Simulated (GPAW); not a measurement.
CdSe:

```xyz
2
Lattice="0.0000 3.0703 3.0703 3.0703 0.0000 3.0703 3.0703 3.0703 0.0000" Properties=species:S:1:pos:R:3 pbc="T T T"
Cd    0.0000    0.0000    0.0000
Se    1.5351    1.5351    1.5351
```

Measurements of this composition are mostly on another form, of space group No. 186.

Base run:

| Property | Result |
| --- | --- |
| Program | GPAW 26.7.0 |
| Functional | LDA |
| Potentials or basis | the program's PAW data sets (release 1.2.1) made for this functional |
| Cutoff | 600 eV |
| Basis | pw |
| k mesh | 8 × 8 × 8 |
| Occupations | fermi-dirac, width 0.05 eV |
| Spin | no spin polarisation |

Its results: band gap on the k mesh 0.27 eV, direct.

Problem. The run is repeated on the same cell with these changes: k mesh from 8 × 8 × 8 to 3 × 3 × 3; spin from no spin polarisation to non-collinear spin, zero start, spin-orbit coupling. What comes out?

Solution. Band gap on the k mesh 0.09 eV, direct; net moment 0.00 μB per cell.

Several settings changed at once, so the effect can't be laid on one alone.

Caveats: some runs use coarse meshes; this program's spin-orbit splittings come out too wide for heavy elements (some runs); an odd mesh through Γ misses points on the zone boundary, where band edges often lie (some runs).

Not every run made on this cell is shown here.
